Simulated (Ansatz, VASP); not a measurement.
**Two plane-wave programs on CdS (Hawleyite)**

```xyz
2
Lattice="0.0000 2.9265 2.9265 2.9265 0.0000 2.9265 2.9265 2.9265 0.0000" Properties=species:S:1:pos:R:3 pbc="T T T"
Cd    0.0000    0.0000    0.0000
S     1.4632    1.4632    1.4632
```

Alike in both runs: functional PBE; dispersion D3(BJ); k mesh 8 × 8 × 8; occupations gaussian, width 0.02 eV; no spin polarisation.

Ansatz relaxed the structure, and its values are those at the end. VASP's run is a single point on that final structure, the one shown.

|  | VASP | Ansatz |
| --- | --- | --- |
| version | VASP 6.6.1 | Ansatz 0.2.0 |
| potentials or method | VASP PAW PBE potentials, release 64 (Cd, S) | scalar-relativistic, plane waves, PAW |
| plane-wave cutoff (eV) | 520 | 420 |
| valence electrons in the cell | 18 | 26 |

|  | VASP | Ansatz | Ansatz less VASP |
| --- | --- | --- | --- |
| gap on the k mesh at the Fermi level (eV) | 1.13 | 1.12 | -0.004 |
| least direct gap on the mesh (eV) | 1.13 | 1.12 | -0.004 |
| pressure (GPa) | 0.3 | 0.0 | -0.34 |

The two sets of potentials don't hold the same shells in valence.
